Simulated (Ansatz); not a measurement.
## A computed series for InN: response to strain

Start from InN in the wurtzite structure (space group P6_3mc, No. 186).

```xyz
4
Lattice="3.5369 0.0000 0.0000 -1.7685 3.0631 0.0000 0.0000 0.0000 5.7136" Properties=species:S:1:pos:R:3 pbc="T T T"
In     1.7685     1.0210     0.0116
In     0.0000     2.0420     2.8684
N      1.7685     1.0210     3.5605
N      0.0000     2.0420     0.7037
```

Cartesian axes are those of the cell as printed.

Strains are applied to the cell and any free atomic positions relax; under biaxial strain the out-of-plane vector relaxes too.

The values are results of PBEsol in Ansatz (plane waves to 420 eV, PAW, no spin-orbit coupling), not measurements.

Notes on the quantities. energy relative to the base: free energy F; pressure: mean of the normal stresses, compression positive.

```tsv
variant	energy relative to the base	pressure	shortest interatomic distance
base	0 meV/atom	0.0 GPa	2.156 Å
biaxial strain −1.12 %, plane normal [001], relaxed out of plane	–	1.9 GPa	2.145 Å
biaxial strain +3.68 %, plane normal [001], relaxed out of plane	–	-5.4 GPa	2.180 Å
isotropic strain −5.62 %	+0.230 eV/atom	35.0 GPa	2.035 Å
isotropic strain −4.52 %	+143 meV/atom	25.9 GPa	2.059 Å
isotropic strain −2.54 %	…	…	2.101 Å
isotropic strain −1.99 %	+25 meV/atom	9.4 GPa	2.113 Å
uniaxial strain ε_xx = −3.11 %	+10 meV/atom	4.6 GPa	2.133 Å
uniaxial strain ε_yy = +2.87 %	+8.3 meV/atom	-3.7 GPa	2.177 Å
uniaxial strain ε_yy = +5.93 %	+35 meV/atom	-7.0 GPa	2.196 Å
```

Fill in the withheld entries from the trend.


- isotropic strain −2.54 %, energy relative to the base: +42 meV/atom
- isotropic strain −2.54 %, pressure: 12.5 GPa

The mesh was chosen for an insulator and is coarse for the gapless case. Stability against distortions was not tested. All final runs are without spin polarisation.

Ansatz is a quantum-chemistry and plane-wave program.
